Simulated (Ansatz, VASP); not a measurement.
# Two plane-wave programs on C

File POSCAR:

```
C
1.0
    0.0000000000      1.9488857157      3.9879314476
    1.1251676816      0.0000000000      3.9879314476
    1.1251676816      1.9488857157      0.0000000000
C
2
Direct
    0.1666700000      0.8333300000      0.1666700000
    0.8333300000      0.1666700000      0.8333300000
```

File INCAR.step1:

```
SYSTEM = C
ALGO = Normal ; EDIFF = 1E-4
ENCUT = 520 ; GGA = PE
ISMEAR = 0 ; LASPH = .TRUE.
LCHARG = .FALSE. ; LREAL = .FALSE.
LWAVE = .TRUE. ; NBANDS = 11
NELM = 100 ; PREC = Accurate
SIGMA = 0.05
```

The input INCAR.step2:

```
SYSTEM = C
ALGO = Normal ; EDIFF = 1E-7
ENCUT = 520 ; ISIF = 2
ISMEAR = 0 ; ISTART = 1
LASPH = .TRUE. ; LCHARG = .FALSE.
LMIXTAU = .TRUE. ; LREAL = .FALSE.
LWAVE = .FALSE. ; METAGGA = R2SCAN
NBANDS = 11 ; NELM = 100
PREC = Accurate ; SIGMA = 0.05
```

Contents of KPOINTS:

```
k-points
0
G
  14 14 14
  0 0 0
```

Input for Ansatz:

```yaml
crystal:
  lattice:
    - [0.0, 1.9488857157, 3.9879314476]
    - [1.1251676816, 0.0, 3.9879314476]
    - [1.1251676816, 1.9488857157, 0.0]
  atoms:
    - { symbol: C, position: [0.16667, 0.83333, 0.16667] }
    - { symbol: C, position: [0.83333, 0.16667, 0.83333] }
basis:
  ecutwfc: 500
kpoints:
  mp_grid: { grid: [14, 14, 14] }
hamiltonian:
  xc: r2scan
scf:
  occupations: { method: gaussian, width: 0.05 }
output:
  forces: true
  stress: true
  eigenvalues: true
```

Alike in both runs: task single point; functional r2SCAN; k mesh 14 × 14 × 14; occupations gaussian, width 0.05 eV; no spin polarisation.

|  | VASP | Ansatz |
| --- | --- | --- |
| version | VASP 6.6.1 | Ansatz 0.2.0 |
| potentials or method | VASP PAW PBE potentials, release 64 (C) | scalar-relativistic, plane waves, PAW |
| plane-wave cutoff (eV) | 520 | 500 |
| valence electrons in the cell | 8 | 8 |

```csv
,VASP,Ansatz,Ansatz less VASP
gap on the k mesh at the Fermi level (eV),1.33,1.33,-0.001
least direct gap on the mesh (eV),1.41,1.41,-0.001
```
